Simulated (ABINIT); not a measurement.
Runs of ABINIT 10.8.3 (patched build) on ZnSe (Stilleite). It takes space group F-43m (No. 216, cubic). Conventional cell: a = 5.668 Å, b = 5.668 Å, c = 5.668 Å, α = 90.00°, β = 90.00°, γ = 90.00°. Around Se (site symmetry -43m) lie 4 Zn at 2.45 Å. Zn (site symmetry -43m) is surrounded by 4 Se at 2.45 Å. 

```tsv
level	V0 of scaled cells (Å³/atom)	B0 (GPa)
PBE+D2	22.49	63
PBE	(a)	58
PBE+D3	(c)	65
PBE+D3(BJ)	22.62	(b)
```

Alike in all rows: task equation of state; potentials or basis JTH PAW PBE v2.0; no spin polarisation; cell as given; k mesh 8 × 8 × 8; cutoff (eV) 599; smearing fermi-dirac 0.05 eV.

Fill in the values left out.

(a) 23.55; (b) 64; (c) 22.64.

Caveats: pressures at fixed basis lie under the slope of the energies.
